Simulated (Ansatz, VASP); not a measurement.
ZnO in VASP and in Ansatz

```xyz
4
Lattice="3.1871 0.0000 0.0000 -1.5936 2.7601 0.0000 0.0000 0.0000 5.1523" Properties=species:S:1:pos:R:3 pbc="T T T"
Zn    1.5936    0.9200    2.5810
Zn    0.0000    1.8401    0.0049
O     1.5936    0.9200    4.5307
O     0.0000    1.8401    1.9545
```

Alike in both runs: functional LDA; k mesh 12 × 12 × 6; occupations gaussian, width 0.02 eV; no spin polarisation.

Ansatz relaxed the structure, and its values are those at the end. VASP's run is a single point on that final structure, the one shown.

|  | VASP | Ansatz |
| --- | --- | --- |
| version | VASP 6.6.1 | Ansatz 0.2.0 |
| potentials or method | VASP PAW LDA potentials, release 64 (Zn, O) | scalar-relativistic, plane waves, PAW |
| plane-wave cutoff (eV) | 520 | 420 |
| valence electrons in the cell | 36 | 36 |

VASP gave:

```
gap on the k mesh at the Fermi level (eV) : 0.81
least direct gap on the mesh (eV)         : 0.81
pressure (GPa)                            : 1.1
```

Problem. What did Ansatz give for the same quantities?

Solution. gap on the k mesh at the Fermi level (eV): 0.80; least direct gap on the mesh (eV): 0.80; pressure (GPa): 0.0.
